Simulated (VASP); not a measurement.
## MnS (Browneite): single point with PBE

MnS (Browneite):

```
CELL_PARAMETERS angstrom
0.00000 2.76555 -2.76555
0.00000 2.76555 2.76555
5.37728 0.00000 0.00000
ATOMIC_POSITIONS crystal
Mn 0.00000 0.00000 0.00000
Mn 0.50000 0.50000 0.50000
S 0.00000 0.50000 0.25000
S 0.50000 0.00000 0.75000
```

| Property | Result |
| --- | --- |
| Program | VASP 6.6.1 |
| Task | single point |
| Functional | PBE |
| Potentials or basis | VASP PAW PBE potentials, release 64 (Mn_pv, S) |
| Cutoff | 520 eV |
| k mesh | 6 × 6 × 4 |
| Occupations | fermi-dirac, width 0.05 eV |
| Spin | collinear spin, typed start |
| Starting moments | [4.22, -4.22, 0.0, 0.0] μB |

```
Pressure                                              : 0.1 GPa
Band gap on the k mesh                                : 1.13 eV
Net moment                                            : 0.00 μB per cell
Site moments                                          : Mn +4.02, -4.02; S +0.00 μB
Valence electrons inside the program's atomic spheres : Mn 11.46; S 3.76
```

Levels at points of the mesh, in eV from the valence-band top:
Spin up:
```tsv
k point	band 15	band 16	band 17	band 18	band 19	band 20	band 21	band 22	band 23	band 24
(0.00, 0.00, 0.00)	-2.18	-1.98	-0.96	-0.23	-0.23	1.41	1.65	2.42	2.61	3.23
(0.50, 0.00, 0.00)	-2.17	-1.67	-1.37	-0.94	-0.59	1.58	1.88	1.98	2.16	2.65
(0.50, 0.50, 0.00)	-2.03	-1.86	-1.86	-1.67	-1.19	1.16	1.16	1.42	1.73	1.96
(0.00, 0.00, 0.50)	-2.17	-2.15	-0.76	0.00	0.00	1.64	1.79	2.56	2.74	2.74
(0.50, 0.00, 0.50)	-2.18	-1.61	-1.31	-0.36	-0.25	1.54	1.76	1.95	2.55	2.69
(0.50, 0.50, 0.50)	-2.10	-2.10	-2.03	-1.83	-1.34	1.37	1.37	1.78	1.79	2.24
```
Spin down:
| k point | band 15 | band 16 | band 17 | band 18 | band 19 | band 20 | band 21 | band 22 | band 23 | band 24 |
| --- | --- | --- | --- | --- | --- | --- | --- | --- | --- | --- |
| (0.00, 0.00, 0.00) | -2.18 | -1.98 | -0.96 | -0.23 | -0.23 | 1.41 | 1.65 | 2.42 | 2.61 | 3.23 |
| (0.50, 0.00, 0.00) | -2.17 | -1.67 | -1.37 | -0.94 | -0.59 | 1.58 | 1.88 | 1.98 | 2.16 | 2.65 |
| (0.50, 0.50, 0.00) | -2.03 | -1.86 | -1.86 | -1.67 | -1.19 | 1.16 | 1.16 | 1.42 | 1.73 | 1.96 |
| (0.00, 0.00, 0.50) | -2.17 | -2.15 | -0.76 | 0.00 | 0.00 | 1.64 | 1.79 | 2.56 | 2.74 | 2.74 |
| (0.50, 0.00, 0.50) | -2.18 | -1.61 | -1.31 | -0.36 | -0.25 | 1.54 | 1.76 | 1.95 | 2.55 | 2.69 |
| (0.50, 0.50, 0.50) | -2.10 | -2.10 | -2.03 | -1.83 | -1.34 | 1.37 | 1.37 | 1.78 | 1.79 | 2.24 |

It took 110 s on 1 thread of Intel(R) Xeon(R) Platinum 8488C (Sapphire Rapids) (shared host), peak memory 0.27 GiB.

A k mesh can miss the band edges. A hybrid or GW would open this gap; PBE tends to underestimate it.
